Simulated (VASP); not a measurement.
# Mg2Ge (Fm-3m) in VASP: notebook

The runs below take Mg2Ge through electric field gradients, with PBE.

All numbers are computed with VASP 6.6.1; they aren't measurements. Logs are shortened: lines on timing, memory, paths and dates and some standing lists are left out, and cuts for length are marked.

## 1. The structure

The structure is cubic, space group Fm-3m (No. 225). The conventional cell has a = 6.378 Å, b = 6.378 Å, c = 6.378 Å, α = 90.00°, β = 90.00°, γ = 90.00°. Mg (site symmetry -43m) is surrounded by 4 Ge at 2.76 Å. Ge (site symmetry m-3m) has 8 Mg at 2.76 Å as nearest neighbours.

## 2. Electric field gradients, PBE

File INCAR:

```
SYSTEM = Mg2Ge
PREC     = Accurate       ! precision mode
ENCUT    = 520            ! plane-wave cutoff, eV
EDIFF    = 1E-8           ! SCF threshold, eV
ISMEAR   = -1             ! smearing method
SIGMA    = 0.03           ! smearing width, eV
LREAL    = .FALSE.        ! projectors in reciprocal space
LASPH    = .TRUE.         ! aspherical terms in the spheres
NELM     = 100            ! most SCF steps
ALGO     = Fast           ! electronic algorithm
ISIF     = 2              ! what is computed and relaxed
LWAVE    = .FALSE.        ! write WAVECAR
LCHARG   = .FALSE.        ! write CHGCAR
GGA      = PE             ! functional
LEFG     = .TRUE.       
NBANDS   = 16             ! bands
```

File KPOINTS:

```
Automatic mesh
0
G
  10 10 10
  0 0 0
```

File POSCAR:

```
Mg2Ge
1.0
    0.0000000000      3.1890000000      3.1890000000
    3.1890000000      0.0000000000      3.1890000000
    3.1890000000      3.1890000000      0.0000000000
Mg Ge
2 1
Direct
    0.2500000000      0.2500000000      0.2500000000
    0.7500000000      0.7500000000      0.7500000000
    0.0000000000      0.0000000000      0.0000000000
```

Potentials or basis: VASP PAW PBE potentials, release 64 (Mg, Ge_d).

Run with:

```bash
$ cat potpaw_PBE.64/Mg/POTCAR potpaw_PBE.64/Ge_d/POTCAR > POTCAR
$ mpirun -np 1 vasp_std > vasp.out
```

OUTCAR:

```text
SYSTEM = Mg2Ge
   PREC = Accurate
   ENCUT = 520
   EDIFF = 1E-8
   ISMEAR = -1
   LREAL = .FALSE.
   LASPH = .TRUE.
   NELM = 100
   ISIF = 2
   GGA = PE

 ion  position               nearest neighbor table
   1  0.250  0.250  0.250-   3 2.76   3 2.76   3 2.76   3 2.76   2 3.19   2 3.19   2 3.19   2 3.19
                             2 3.19   2 3.19
   2  0.750  0.750  0.750-   3 2.76   3 2.76   3 2.76   3 2.76   1 3.19   1 3.19   1 3.19   1 3.19
                             1 3.19   1 3.19
   3  0.000  0.000  0.000-   2 2.76   2 2.76   2 2.76   1 2.76   2 2.76   1 2.76   1 2.76   1 2.76

  LATTYP: Found a face centered cubic cell.
 ALAT       =     6.3780000000

  Lattice vectors:

 A1 = (   0.0000000000,   3.1890000000,   3.1890000000)
 A2 = (   3.1890000000,   0.0000000000,   3.1890000000)
 A3 = (   3.1890000000,   3.1890000000,   0.0000000000)

Analysis of symmetry for initial positions (statically):
=====================================================================
 Subroutine PRICEL returns:
 Original cell was already a primitive cell.

 Routine SETGRP: Setting up the symmetry group for a
 face centered cubic supercell.

 Subroutine GETGRP returns: Found 48 space group operations
 (whereof 48 operations were pure point group operations)
 out of a pool of 48 trial point group operations.

The static configuration has the point symmetry O_h .

Analysis of symmetry for dynamics (positions and initial velocities):
=====================================================================
 Subroutine PRICEL returns:
 Original cell was already a primitive cell.

 Routine SETGRP: Setting up the symmetry group for a
 face centered cubic supercell.

 Subroutine GETGRP returns: Found 48 space group operations
 (whereof 48 operations were pure point group operations)
 out of a pool of 48 trial point group operations.

The dynamic configuration has the point symmetry O_h .

 Subroutine INISYM returns: Found 48 space group operations
 (whereof 48 operations are pure point group operations),
 and found     1 'primitive' translations

----------------------------------------------------------------------------------------

                                     Primitive cell

  volume of cell :      64.8625

  direct lattice vectors                    reciprocal lattice vectors
     0.000000000  3.189000000  3.189000000    -0.156788962  0.156788962  0.156788962
     3.189000000  0.000000000  3.189000000     0.156788962 -0.156788962  0.156788962
     3.189000000  3.189000000  0.000000000     0.156788962  0.156788962 -0.156788962

  length of vectors
     4.509927050  4.509927050  4.509927050     0.271566448  0.271566448  0.271566448

  position of ions in fractional coordinates (direct lattice)
     0.250000000  0.250000000  0.250000000
     0.750000000  0.750000000  0.750000000
     0.000000000  0.000000000  0.000000000

  ion indices of the primitive-cell ions
   primitive index   ion index
                 1           1
                 2           2
                 3           3

----------------------------------------------------------------------------------------

 KPOINTS: Automatic mesh

Automatic generation of k-mesh.
 Grid dimensions read from file:
 generate k-points for:   10   10   10

 Generating k-lattice:

  Cartesian coordinates                     Fractional coordinates (reciprocal lattice)
    -0.015678896  0.015678896  0.015678896     0.100000000  0.000000000  0.000000000
     0.015678896 -0.015678896  0.015678896     0.000000000  0.100000000  0.000000000
     0.015678896  0.015678896 -0.015678896     0.000000000  0.000000000  0.100000000

  Length of vectors
     0.027156645  0.027156645  0.027156645

  Shift w.r.t. Gamma in fractional coordinates (k-lattice)
[... 37 lines left out ...]
   dimension x,y,z NGX =    36 NGY =   36 NGZ =   36
   dimension x,y,z NGXF=    72 NGYF=   72 NGZF=   72
   ions per type =               2   1
   NGX,Y,Z   is equivalent  to a cutoff of  13.27, 13.27, 13.27 a.u.
   NGXF,Y,Z  is equivalent  to a cutoff of  26.54, 26.54, 26.54 a.u.
 SYSTEM =  Mg2Ge
   PREC   = accura    normal or accurate (medium, high low for compatibility)
   ISTART =      0    job   : 0-new  1-cont  2-samecut
   ICHARG =      2    charge: 1-file 2-atom 10-const
   ISPIN  =      1    spin polarized calculation?
   LNONCOLLINEAR =      F non collinear calculations
   LSORBIT =      F    spin-orbit coupling
   LASPH  =      T    aspherical Exc in radial PAW
   ENCUT  =  520.0 eV  38.22 Ry    6.18 a.u.   8.39  8.39  8.39*2*pi/ulx,y,z
   NELM   =    100;   NELMIN=  2; NELMDL= -5     # of ELM steps
   EDIFF  = 0.1E-07   stopping-criterion for ELM
   LREAL  =      F    real-space projection
   EDIFFG = 0.1E-06   stopping-criterion for IOM
   NSW    =      0    number of steps for IOM
   IBRION =     -1    ionic relax: 0-MD 1-quasi-New 2-CG
   NFREE  =      0    steps in history (QN), initial steepest desc. (CG)
   ISIF   =      2    stress and relaxation
   ISYM   =      2    0-nonsym 1-usesym 2-fastsym
   POTIM  = 0.5000    time-step for ionic-motion
   TEBEG  =    0.0;   TEEND  =   0.0 temperature during run
   PSTRESS=    0.0 pullay stress
   NELECT =      18.0000    total number of electrons
   NUPDOWN=      -1.0000    fix difference up-down
   EMIN   =  10.00;   EMAX   =-10.00  energy-range for DOS
   EFERMI =   0.00;   METHOD = LEGACY
   ISMEAR =    -1;   SIGMA  =   0.03  broadening in eV -4-tet -1-fermi 0-gaus
   EFERMI_NEDOS =   21; number of points for ismear=-14 and -15
   IALGO  =     68    algorithm
   IMIX   =      4    mixing-type and parameters
     AMIX     =   0.40;   BMIX     =  1.00
     AMIX_MAG =   1.60;   BMIX_MAG =  1.00
  volume/ion in A,a.u.               =      21.62       145.90
  Fermi-wavevector in a.u.,A,eV,Ry     =   1.067828  2.017902 15.514122  1.140256
  Thomas-Fermi vector in A             =   2.203456
   LORBIT       =      0    0 simple, 1 ext, 2 COOP (PROOUT), +10 PAW based schemes
   GGA     = PE    functional components
   LHFCALC =     F    Hartree Fock is set to
   AEXX    =    0.0000 exact exchange contribution
   IVDW    =     0    specifies the selected vdW correction
   LEPSILON=     F    determine dielectric tensor
   LRPA    =     F    only Hartree local field effects (RPA)
 non-spin polarized calculation
 RMM-DIIS sequential band-by-band and
  energy-cutoff  :      520.00
  volume of cell :       64.86
 maximum number of plane-waves:      1807
 NGX is ok and might be reduce to    36
   NGX = 17   NGY = 17   NGZ = 17

 number of electron      18.0000009 magnetization

 Free energy of the ion-electron system (eV)
  ---------------------------------------------------
  ext. energy  EPLUGINS =         0.00000000
  ---------------------------------------------------
  free energy    TOTEN  =        -8.35847938 eV

  energy without entropy =       -8.35832971  energy(sigma->0) =       -8.35840454

 E-fermi :   3.6216     XC(G=0):  -9.0926

 val. band max:        3.5407002046   @ k =   0.0000   0.0000   0.0000
 cond. band min:       3.6860611318   @ k =   0.5000   0.5000   0.0000
 fundamental gap:      0.1453609272
 Fermi energy:         3.6215827733

 k-point     1 :       0.0000    0.0000    0.0000
  band No.  band energies     occupation
      1     -20.1535      2.00000
      2     -20.1535      2.00000
      3     -20.1535      2.00000
      4     -20.1353      2.00000
      5     -20.1353      2.00000
      6      -6.2168      2.00000
[... 433 lines left out ...]
      3     -20.1517      2.00000
      4     -20.1358      2.00000
      5     -20.1344      2.00000
      6      -4.9997      2.00000
[... 8 lines left out ...]
     15      11.6872      0.00000
     16      12.8729      0.00000

 [... further k-points ...]

------------------------ aborting loop because EDIFF is reached ----------------------------------------

  FORCE on cell =-STRESS in cart. coord.  units (eV):
  Direction    XX          YY          ZZ          XY          YZ          ZX
  --------------------------------------------------------------------------------------
  -------------------------------------------------------------------------------------
  Total        0.3711546      0.3711546      0.3711546      0.0000000     -0.0000000      0.0000000
  in kB        9.1679436      9.1679436      9.1679436      0.0000000     -0.0000000      0.0000000
  external PRESSURE =       9.1679436 kB  Pullay stress =       0.0000000 kB

 VOLUME and BASIS-vectors are now :
 -----------------------------------------------------------------------------
  energy-cutoff  :      520.00
  volume of cell :       64.86
      direct lattice vectors                 reciprocal lattice vectors
     0.000000000  3.189000000  3.189000000    -0.156788962  0.156788962  0.156788962
     3.189000000  0.000000000  3.189000000     0.156788962 -0.156788962  0.156788962
     3.189000000  3.189000000  0.000000000     0.156788962  0.156788962 -0.156788962

 POSITION                                       TOTAL-FORCE (eV/Angst)
 -----------------------------------------------------------------------------------
      1.59450      1.59450      1.59450        -0.000000     -0.000000     -0.000000
      4.78350      4.78350      4.78350         0.000000      0.000000      0.000000
      0.00000      0.00000      0.00000        -0.000000      0.000000     -0.000000
 -----------------------------------------------------------------------------------
    total drift:                               -0.000000      0.000000      0.000000

  FREE ENERGIE OF THE ION-ELECTRON SYSTEM (eV)
  ---------------------------------------------------
  free  energy   TOTEN  =        -8.3584793790 eV

  energy  without entropy=       -8.3583297095  energy(sigma->0) =       -8.35840454

 Electric field gradients (V/A^2)
---------------------------------------------------------------------
 ion       V_xx      V_yy      V_zz      V_xy      V_xz      V_yz
---------------------------------------------------------------------
   1      -0.000    -0.000    -0.000    -0.000    -0.000    -0.000
   2      -0.000    -0.000    -0.000    -0.000    -0.000    -0.000
   3       0.000    -0.000     0.000    -0.004    -0.004    -0.004
---------------------------------------------------------------------

 Electric field gradients after diagonalization (V/A^2)
 (convention: |V_zz| > |V_xx| > |V_yy|)
----------------------------------------------------------------------
 ion       V_xx      V_yy      V_zz     asymmetry (V_yy - V_xx)/ V_zz
----------------------------------------------------------------------
   1       0.000     0.000    -0.000       0.000
   2       0.000     0.000    -0.000       0.000
   3       0.004     0.004    -0.007       0.000
----------------------------------------------------------------------

           NMR quadrupolar parameters

 Cq : quadrupolar parameter    Cq=e*Q*V_zz/h
 eta: asymmetry parameters     (V_yy - V_xx)/ V_zz
 Q  : nuclear electric quadrupole moment in mb (millibarn)
----------------------------------------------------------------------
 ion       Cq(MHz)       eta       Q (mb)
----------------------------------------------------------------------
   1      -0.000       0.000       1.000
   2      -0.000       0.000       1.000
   3      -0.000       0.000       1.000
----------------------------------------------------------------------
```

Wall time 39 s (1 thread of Intel Xeon Platinum 8559C (Emerald Rapids), shared host); peak memory 0.23 GiB.

Results:

```yaml
Free_energy: -8.3585 eV
Pressure: 0.9 GPa
Band_gap_on_the_k_mesh: 0.15 eV, indirect (least direct gap 1.06 eV)
```

Electric field gradients, principal values (V/Å²):
| atom | Vxx | Vyy | Vzz |
| --- | --- | --- | --- |
| 1 Mg | 0.000 | 0.000 | 0.000 |
| 2 Mg | 0.000 | 0.000 | 0.000 |
| 3 Ge | 0.004 | 0.004 | -0.007 |

A k mesh can miss the band edges.

[end of part 1 of 2]
